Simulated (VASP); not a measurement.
A run of VASP 6.6.1 is set up as follows.

Contents of INCAR:

```
ALGO = Fast
EDIFF = 1E-6
EDIFFG = -0.01
ENCUT = 600
GGA = PS
IBRION = 2
ISIF = 3
ISMEAR = -1
LASPH = True
LCHARG = False
LREAL = False
LWAVE = False
NELM = 60
NSW = 60
PREC = Accurate
PSTRESS = 20
SIGMA = 0.05
```

Contents of KPOINTS:

```
k-points
0
Gamma
  10 10 10
```

POSCAR

```
ZrC
1.0
    0.0000000000      2.3650000000      2.3650000000
    2.3650000000      0.0000000000      2.3650000000
    2.3650000000      2.3650000000      0.0000000000
Zr C
1 1
Direct
    0.5000000000      0.5000000000      0.5000000000
    0.0000000000      0.0000000000      0.0000000000
```

Potentials or basis: VASP PAW PBE potentials, release 64 (Zr_sv, C).

Run with:

```console
$ cat potpaw_PBE.64/Zr_sv/POTCAR potpaw_PBE.64/C/POTCAR > POTCAR
$ mpirun -np 1 vasp_std > vasp.out
```

What does it give for the band gap on the k mesh?

None (metal or under the smearing width).

Predict the relaxed cell.

a = 3.294 Å, b = 3.294 Å, c = 3.294 Å, α = 60.00°, β = 60.00°, γ = 60.00°.

Final structure:
```xyz
2
Lattice="0.0000 2.3291 2.3291 2.3291 0.0000 2.3291 2.3291 2.3291 0.0000" Properties=species:S:1:pos:R:3 pbc="T T T"
Zr    2.3291    2.3291    2.3291
C     2.3291    4.6582    2.3291
```
